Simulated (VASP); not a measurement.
Runs of VASP 6.6.1 on CdS. The structure is cubic, space group F-43m (No. 216). Conventional cell: a = 5.886 Å, b = 5.886 Å, c = 5.886 Å, α = 90.00°, β = 90.00°, γ = 90.00°. Cd (site symmetry -43m) is surrounded by 4 S at 2.55 Å. Around S (site symmetry -43m) lie 4 Cd at 2.55 Å. The cell is a database's computed one.

```csv
task,level,potentials or basis,cell,k mesh,cutoff (eV),mesh quality,gap on the mesh (eV),pressure (GPa),relaxed volume (Å³/atom)
relaxation of cell and atoms,LDA,"VASP PAW LDA potentials, release 64 (Cd, S)",relaxed,8 × 8 × 8,600,not flagged,(b),0.0,24.03
relaxation of cell and atoms,RPBE,"VASP PAW PBE potentials, release 64 (Cd, S)",relaxed,8 × 8 × 8,600,not flagged,(d),0.0,27.21
relaxation of cell and atoms,PBE,"VASP PAW PBE potentials, release 64 (Cd, S)",relaxed,8 × 8 × 8,600,not flagged,(c),0.0,26.15
relaxation of cell and atoms,PBEsol,"VASP PAW PBE potentials, release 64 (Cd, S)",relaxed,8 × 8 × 8,600,not flagged,1.01,0.0,24.84
single point,PBEsol,"VASP PAW PBE potentials, release 64 (Cd, S)",as given,8 × 8 × 8,520,not flagged,0.95,-1.5,-
relaxation of cell and atoms,PBEsol,"VASP PAW PBE potentials, release 64 (Cd, S)",relaxed,4 × 4 × 4,600,coarse,0.99,0.0,(a)
relaxation of cell and atoms,PBE+D3(BJ),"VASP PAW PBE potentials, release 64 (Cd, S)",relaxed,8 × 8 × 8,600,not flagged,1.12,0.0,25.19
relaxation of cell and atoms,PBEsol,"VASP PAW PBE potentials, release 64 (Cd, S)",relaxed,8 × 8 × 8,580,not flagged,1.01,0.0,24.84
```

Alike in all rows: no spin polarisation; smearing gaussian 0.02 eV.

Problem. Estimate the missing entries.

Solution. (a) 24.91; (b) 0.96; (c) 1.03; (d) 1.13.

Caveats: some runs use coarse meshes; the PAW data sets were made with another functional, which shifts forces and pressure a little (some runs).

A k mesh can miss the band edges, and the runs leave out spin-orbit coupling on Cd.
